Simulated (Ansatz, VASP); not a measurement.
# One calculation of LiH, two programs

```
CELL_PARAMETERS angstrom
2.50166 0.00000 0.00000
0.00000 2.50166 0.00000
0.00000 0.00000 2.50166
ATOMIC_POSITIONS crystal
Li 0.00000 0.00000 0.00000
H 0.50000 0.50000 0.50000
```

Alike in both runs: task single point; functional PBE; k mesh 8 × 8 × 8; no spin polarisation.

|  | VASP | Ansatz |
| --- | --- | --- |
| version | VASP 6.6.1 | Ansatz 0.2.0 |
| potentials or method | VASP PAW PBE potentials, release 64 (Li_sv, H) | plane waves, PAW |
| plane-wave cutoff (eV) | 520 | 420 |
| occupations | gaussian, width 0.01 eV | fixed |
| valence electrons in the cell | 4 | 4 |

```csv
,VASP,Ansatz,Ansatz less VASP
gap on the k mesh at the Fermi level (eV),0.73,0.71,-0.025
```

 A hybrid or GW would open this gap; PBE tends to underestimate it. A k mesh can miss the band edges.
